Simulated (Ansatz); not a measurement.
A run of Ansatz 0.2.0:

The input input.yaml:

```yaml
crystal:
  lattice:
    - [1.397149, -2.600516, 0.0]
    - [1.397149, 2.600516, 0.0]
    - [0.0, 0.0, 2.698231]
  atoms:
    - { symbol: Ge, position: [0.5, 0.5, 0.0] }
kpoints:
  mp_grid: { grid: [11, 11, 10] }
scf:
  occupations: { method: fermi_dirac, width: 0.05 }
hamiltonian:
  xc: pbesol
  pseudopotentials: { kind: all_electron, lapw: { basis_error: 0.001 } }
output:
  forces: true
  stress: true
relax:
  f_tol: 0.01
  max_steps: 60
  cell: { p_target: 10 }
```

Potentials or basis: all-electron LAPW, scalar-relativistic.

Run with:

```sh
$ ansatz run input.yaml --threads 1 --pin off --max-ram 3072MiB --backend cpu --events-out ev --progress --plain --runs-dir out
```

Hardware: 1 thread of AMD EPYC 7R13 Processor (Zen 3), on a shared host.

Task: Estimate the wall time of this run.

Result: Run time: 41 s on 1 thread of AMD EPYC 7R13 Processor (Zen 3), on a shared host, peak memory 0.4 GiB. Counts: scf iterations 27, plane waves 199, k points 216, bands 15, ion steps 7.
